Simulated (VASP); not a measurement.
# Sn (I4_1/amd) in VASP: band structure with PBEsol

Aim: the band structure of Sn with PBEsol.

Everything below comes from runs of VASP 6.6.1. Logs are shortened: lines on timing, memory, paths and dates and some standing lists are left out, and cuts for length are marked.

### Step 1. The crystal as given

The structure is tetragonal, space group I4_1/amd (No. 141). The conventional cell has a = 5.827 Å, b = 5.827 Å, c = 3.162 Å, α = 90.00°, β = 90.00°, γ = 90.00°. Sn (site symmetry -4m2) has 6 Sn at 3.02 to 3.16 Å as nearest neighbours.

### Step 2. Band structure, PBEsol

INCAR reads:

```
SYSTEM = Sn
PREC = Accurate
ENCUT = 520
EDIFF = 1E-7
ISMEAR = 0
SIGMA = 0.03
LREAL = .False.
LASPH = .True.
NELM = 80
ALGO = Normal
ISIF = 2
LWAVE = .False.
LCHARG = .False.
GGA = PS
NBANDS = 21
ICORELEVEL = 1
```

KPOINTS reads:

```
regular mesh
0
Gamma
  12 12 12
  0 0 0
```

POSCAR reads:

```
Sn                                      
1.0
   -2.9136480153      2.9136480153      1.5811266177
    2.9136480153     -2.9136480153      1.5811266177
    2.9136480153      2.9136480153     -1.5811266177
  Sn            
     2
Direct
     0.0000000000000000    0.0000000000000000    0.0000000000000000
     0.7500000000000000    0.2500000000000000    0.5000000000000000
```

KPOINTS_OPT reads:

```
explicit points
142
Reciprocal
 0.0000000000  0.0000000000  0.0000000000 1
 0.0000000000  0.0000000000  0.0357142857 1
 0.0000000000  0.0000000000  0.0714285714 1
 0.0000000000  0.0000000000  0.1071428571 1
 0.0000000000  0.0000000000  0.1428571429 1
 0.0000000000  0.0000000000  0.1785714286 1
[... 134 lines left out ...]
 0.3244985517  0.3244985517 -0.3244985517 1
-0.3244985517  0.6755014483  0.3244985517 1
```

Potentials or basis: VASP PAW PBE potentials, release 64 (Sn_d).

Run with:

```sh
$ cat potpaw_PBE.64/Sn_d/POTCAR > POTCAR
$ mpirun -np 1 vasp_std > vasp.out
```

OUTCAR:

```text
SYSTEM = Sn
   PREC = Accurate
   ENCUT = 520
   EDIFF = 1E-7
   ISMEAR = 0
   LREAL = .False.
   LASPH = .True.
   NELM = 80
   ISIF = 2
   GGA = PS

 ion  position               nearest neighbor table
   1  0.000  0.000  0.000-   2 3.02   2 3.02   2 3.02   2 3.02   2 3.76   2 3.76   2 3.76   2 3.76

   2  0.750  0.250  0.500-   1 3.02   1 3.02   1 3.02   1 3.02   1 3.76   1 3.76   1 3.76   1 3.76

  LATTYP: Found a body centered tetragonal cell.
 ALAT       =     5.8272960306
 C/A-ratio  =     0.5426621917

  Lattice vectors:

 A1 = (  -2.9136480153,   2.9136480153,   1.5811266177)
 A2 = (   2.9136480153,  -2.9136480153,   1.5811266177)
 A3 = (   2.9136480153,   2.9136480153,  -1.5811266177)

Analysis of symmetry for initial positions (statically):
=====================================================================
 Subroutine PRICEL returns:
 Original cell was already a primitive cell.

 Routine SETGRP: Setting up the symmetry group for a
 body centered tetragonal supercell.

 Subroutine GETGRP returns: Found 16 space group operations
 (whereof  8 operations were pure point group operations)
 out of a pool of 16 trial point group operations.

The static configuration has the point symmetry D_2d.
 The point group associated with its full space group is D_4h.

Analysis of symmetry for dynamics (positions and initial velocities):
=====================================================================
 Subroutine PRICEL returns:
 Original cell was already a primitive cell.

 Routine SETGRP: Setting up the symmetry group for a
 body centered tetragonal supercell.

 Subroutine GETGRP returns: Found 16 space group operations
 (whereof  8 operations were pure point group operations)
 out of a pool of 16 trial point group operations.

The dynamic configuration has the point symmetry D_2d.
 The point group associated with its full space group is D_4h.

 Subroutine INISYM returns: Found 16 space group operations
 (whereof  8 operations are pure point group operations),
 and found     1 'primitive' translations

----------------------------------------------------------------------------------------

                                     Primitive cell

  volume of cell :      53.6909

  direct lattice vectors                    reciprocal lattice vectors
    -2.913648015  2.913648015  1.581126618     0.000000000  0.171606178  0.316230209
     2.913648015 -2.913648015  1.581126618     0.171606178  0.000000000  0.316230209
     2.913648015  2.913648015 -1.581126618     0.171606178  0.171606178  0.000000000

  length of vectors
     4.413462461  4.413462461  4.413462461     0.359791919  0.359791919  0.242687784

  position of ions in fractional coordinates (direct lattice)
     0.000000000  0.000000000  0.000000000
     0.750000000  0.250000000  0.500000000

  ion indices of the primitive-cell ions
   primitive index   ion index
                 1           1
                 2           2

----------------------------------------------------------------------------------------

 KPOINTS: regular mesh

Automatic generation of k-mesh.
 Grid dimensions read from file:
 generate k-points for:   12   12   12

 Generating k-lattice:

  Cartesian coordinates                     Fractional coordinates (reciprocal lattice)
     0.000000000  0.014300515  0.026352517     0.083333333  0.000000000  0.000000000
     0.014300515  0.000000000  0.026352517     0.000000000  0.083333333  0.000000000
     0.014300515  0.014300515  0.000000000     0.000000000  0.000000000  0.083333333

  Length of vectors
     0.029982660  0.029982660  0.020223982

  Shift w.r.t. Gamma in fractional coordinates (k-lattice)
     0.000000000  0.000000000  0.000000000

 Subroutine IBZKPT returns following result:
 ===========================================

 Found    163 irreducible k-points:

 Following reciprocal coordinates:
            Coordinates               Weight
  0.000000  0.000000  0.000000      1.000000
  0.083333  0.000000 -0.000000      8.000000
  0.166667  0.000000  0.000000      8.000000
  0.250000  0.000000  0.000000      8.000000
  0.333333  0.000000 -0.000000      8.000000
  0.416667  0.000000 -0.000000      8.000000
[... 16 lines left out ...]
  0.500000  0.166667  0.000000     16.000000
 -0.416667  0.166667  0.000000     16.000000
 [... further k-points ...]
   k-points           NKPTS =    163   k-points in BZ     NKDIM =    163   number of bands    NBANDS=     21
   number of dos      NEDOS =    301   number of ions     NIONS =      2
   total plane-waves  NPLWV =  46656
   dimension x,y,z NGX =    36 NGY =   36 NGZ =   36
   dimension x,y,z NGXF=    72 NGYF=   72 NGZF=   72
   ions per type =               2
   NGX,Y,Z   is equivalent  to a cutoff of  13.56, 13.56, 13.56 a.u.
   NGXF,Y,Z  is equivalent  to a cutoff of  27.12, 27.12, 27.12 a.u.
 SYSTEM =  Sn
   PREC   = accura    normal or accurate (medium, high low for compatibility)
   ISTART =      0    job   : 0-new  1-cont  2-samecut
   ICHARG =      2    charge: 1-file 2-atom 10-const
   ISPIN  =      1    spin polarized calculation?
   LNONCOLLINEAR =      F non collinear calculations
   LSORBIT =      F    spin-orbit coupling
   LASPH  =      T    aspherical Exc in radial PAW
   ENCUT  =  520.0 eV  38.22 Ry    6.18 a.u.   8.21  8.21  8.21*2*pi/ulx,y,z
   NELM   =     80;   NELMIN=  2; NELMDL= -5     # of ELM steps
   EDIFF  = 0.1E-06   stopping-criterion for ELM
   LREAL  =      F    real-space projection
   EDIFFG = 0.1E-05   stopping-criterion for IOM
   NSW    =      0    number of steps for IOM
   IBRION =     -1    ionic relax: 0-MD 1-quasi-New 2-CG
   NFREE  =      0    steps in history (QN), initial steepest desc. (CG)
   ISIF   =      2    stress and relaxation
   ISYM   =      2    0-nonsym 1-usesym 2-fastsym
   POTIM  = 0.5000    time-step for ionic-motion
   TEBEG  =    0.0;   TEEND  =   0.0 temperature during run
   PSTRESS=    0.0 pullay stress
   NELECT =      28.0000    total number of electrons
   NUPDOWN=      -1.0000    fix difference up-down
   EMIN   =  10.00;   EMAX   =-10.00  energy-range for DOS
   EFERMI =   0.00;   METHOD = LEGACY
   ISMEAR =     0;   SIGMA  =   0.03  broadening in eV -4-tet -1-fermi 0-gaus
   EFERMI_NEDOS =   21; number of points for ismear=-14 and -15
   IALGO  =     38    algorithm
   IMIX   =      4    mixing-type and parameters
     AMIX     =   0.40;   BMIX     =  1.00
     AMIX_MAG =   1.60;   BMIX_MAG =  1.00
  volume/ion in A,a.u.               =      26.85       181.16
  Fermi-wavevector in a.u.,A,eV,Ry     =   1.317732  2.490153 23.625412  1.736419
  Thomas-Fermi vector in A             =   2.447753
   LORBIT       =      0    0 simple, 1 ext, 2 COOP (PROOUT), +10 PAW based schemes
   GGA     = PS    functional components
   LHFCALC =     F    Hartree Fock is set to
   AEXX    =    0.0000 exact exchange contribution
   IVDW    =     0    specifies the selected vdW correction
   LEPSILON=     F    determine dielectric tensor
   LRPA    =     F    only Hartree local field effects (RPA)
 non-spin polarized calculation
 Gauss-broadening in eV      SIGMA  =   0.03
  energy-cutoff  :      520.00
  volume of cell :       53.69
 maximum number of plane-waves:      1476
 NGX is ok and might be reduce to    36
   NGX = 17   NGY = 17   NGZ = 17

 number of electron      28.0000005 magnetization

 Free energy of the ion-electron system (eV)
  ---------------------------------------------------
  ext. energy  EPLUGINS =         0.00000000
  ---------------------------------------------------
  free energy    TOTEN  =        -8.52186518 eV

  energy without entropy =       -8.52138986  energy(sigma->0) =       -8.52162752

 the core state eigenenergies are
   1-  1s -28994.9242  2s  -4366.4193  2p  -3918.0416  3s   -832.6073  3p   -686.1552
       3d   -460.8738  4s   -121.4457  4p    -77.2147
   2-  1s -28994.9242  2s  -4366.4193  2p  -3918.0416  3s   -832.6073  3p   -686.1552
       3d   -460.8738  4s   -121.4457  4p    -77.2147

 E-fermi :   7.9440     XC(G=0): -10.5026

 val. band max:        7.9300069065   @ k =  -0.1667  -0.1667   0.1667
 cond. band min:       7.9545776911   @ k =  -0.1667  -0.1667   0.0833
 fundamental gap:      0.0245707846
 Fermi energy:         7.9440494502

 k-point     1 :       0.0000    0.0000    0.0000
  band No.  band energies     occupation
      1     -13.6171      2.00000
      2     -13.5331      2.00000
      3     -13.4873      2.00000
      4     -13.4772      2.00000
      5     -13.3159      2.00000
      6     -13.3159      2.00000
[... 13 lines left out ...]
     20      17.8310      0.00000
     21      18.5091      0.00000

 k-point     2 :       0.0833    0.0000   -0.0000
  band No.  band energies     occupation
      1     -13.6126      2.00000
      2     -13.5182      2.00000
      3     -13.4820      2.00000
      4     -13.4597      2.00000
      5     -13.3268      2.00000
      6     -13.3251      2.00000
[... 13 lines left out ...]
     20      17.3860      0.00000
     21      17.4678      0.00000

 k-point     3 :       0.1667    0.0000    0.0000
  band No.  band energies     occupation
      1     -13.5991      2.00000
      2     -13.4799      2.00000
      3     -13.4674      2.00000
      4     -13.4192      2.00000
      5     -13.3501      2.00000
      6     -13.3345      2.00000
[... 13 lines left out ...]
     20      16.0934      0.00000
     21      16.4129      0.00000
[... 169 lines left out ...]
 k-point    11 :       0.3333    0.0833    0.0000
  band No.  band energies     occupation
      1     -13.5553      2.00000
      2     -13.4486      2.00000
      3     -13.4303      2.00000
      4     -13.4127      2.00000
      5     -13.3818      2.00000
      6     -13.3684      2.00000
[... 13 lines left out ...]
     20      15.4690      0.00000
     21      17.6805      0.00000

 k-point    12 :       0.4167    0.0833   -0.0000
  band No.  band energies     occupation
      1     -13.5430      2.00000
      2     -13.4613      2.00000
      3     -13.4474      2.00000
      4     -13.4048      2.00000
      5     -13.3744      2.00000
      6     -13.3692      2.00000
[... 13 lines left out ...]
     20      17.0837      0.00000
     21      17.9224      0.00000

------------------------ aborting loop because EDIFF is reached ----------------------------------------

  FORCE on cell =-STRESS in cart. coord.  units (eV):
  Direction    XX          YY          ZZ          XY          YZ          ZX
  --------------------------------------------------------------------------------------
  -------------------------------------------------------------------------------------
  Total       -0.0195504     -0.0195504     -0.0254918      0.0000000      0.0000000      0.0000000
  in kB       -0.5833973     -0.5833973     -0.7606933      0.0000000      0.0000000      0.0000000
  external PRESSURE =      -0.6424960 kB  Pullay stress =       0.0000000 kB

 VOLUME and BASIS-vectors are now :
 -----------------------------------------------------------------------------
  energy-cutoff  :      520.00
  volume of cell :       53.69
      direct lattice vectors                 reciprocal lattice vectors
    -2.913648015  2.913648015  1.581126618     0.000000000  0.171606178  0.316230209
     2.913648015 -2.913648015  1.581126618     0.171606178  0.000000000  0.316230209
     2.913648015  2.913648015 -1.581126618     0.171606178  0.171606178  0.000000000

 POSITION                                       TOTAL-FORCE (eV/Angst)
 -----------------------------------------------------------------------------------
      0.00000      0.00000      0.00000        -0.000000      0.000000      0.000000
     -0.00000      2.91365      0.79056         0.000000     -0.000000     -0.000000
 -----------------------------------------------------------------------------------
    total drift:                               -0.000000      0.000000     -0.000000

  FREE ENERGIE OF THE ION-ELECTRON SYSTEM (eV)
  ---------------------------------------------------
  free  energy   TOTEN  =        -8.5218651834 eV

  energy  without entropy=       -8.5213898598  energy(sigma->0) =       -8.52162752
```

It took 3.9 min on 1 thread of Intel Xeon Platinum 8259CL at 2.50GHz (Skylake/Cascade Lake), shared host; peak memory 0.38 GiB.

What came out:

* Free energy: -8.5219 eV
* Pressure: -0.1 GPa
* Band gap along the path: none (metal or under the smearing width)

Levels at the corners of the path, in eV from the Fermi level:
| point | band 11 | band 12 | band 13 | band 14 | band 15 | band 16 | band 17 | band 18 |
| --- | --- | --- | --- | --- | --- | --- | --- | --- |
| Γ | -11.23 | -3.66 | -2.02 | -2.02 | 2.93 | 6.24 | 6.24 | 6.97 |
| X | -8.97 | -8.97 | 0.58 | 0.58 | 1.55 | 1.55 | 6.11 | 6.11 |
| X | -8.97 | -8.97 | 0.58 | 0.58 | 1.55 | 1.55 | 6.11 | 6.11 |
| M | -7.61 | -7.61 | -4.88 | -4.88 | 5.14 | 5.14 | 9.43 | 9.43 |
| M | -7.61 | -7.61 | -4.88 | -4.88 | 5.14 | 5.14 | 9.43 | 9.43 |
| Γ | -11.23 | -3.66 | -2.02 | -2.02 | 2.93 | 6.24 | 6.24 | 6.97 |
| Γ | -11.23 | -3.66 | -2.02 | -2.02 | 2.93 | 6.24 | 6.24 | 6.97 |
| Z | -6.50 | -5.61 | -3.09 | -2.97 | -2.97 | 3.14 | 5.62 | 5.62 |
| Z | -6.50 | -5.61 | -3.09 | -2.97 | -2.97 | 3.14 | 5.62 | 5.62 |
| P | -5.97 | -5.97 | -3.59 | -3.59 | 3.60 | 3.60 | 3.99 | 3.99 |
| P | -5.97 | -5.97 | -3.59 | -3.59 | 3.60 | 3.60 | 3.99 | 3.99 |
| N | -6.93 | -5.43 | -2.33 | -1.74 | -1.14 | 2.23 | 2.87 | 4.73 |
| N | -6.93 | -5.43 | -2.33 | -1.74 | -1.14 | 2.23 | 2.87 | 4.73 |
| Z1 | -6.50 | -5.61 | -3.09 | -2.97 | -2.97 | 3.14 | 5.62 | 5.62 |
| Z1 | -6.50 | -5.61 | -3.09 | -2.97 | -2.97 | 3.14 | 5.62 | 5.62 |
| M | -7.61 | -7.61 | -4.88 | -4.88 | 5.14 | 5.14 | 9.43 | 9.43 |
| X | -8.97 | -8.97 | 0.58 | 0.58 | 1.55 | 1.55 | 6.11 | 6.11 |
| P | -5.97 | -5.97 | -3.59 | -3.59 | 3.60 | 3.60 | 3.99 | 3.99 |

Core levels (eV, on the scale of the bands):
```csv
atom,levels
1 Sn,"1s -28994.9, 2s -4366.4, 2p -3918.0, 3s -832.6, 3p -686.2, 3d -460.9, 4s -121.4, 4p -77.2"
2 Sn,"1s -28994.9, 2s -4366.4, 2p -3918.0, 3s -832.6, 3p -686.2, 3d -460.9, 4s -121.4, 4p -77.2"
```

Caveat: the PAW data sets were made with another functional, which shifts forces and pressure a little; spin-orbit coupling is left out, which moves the levels of the heavy elements.
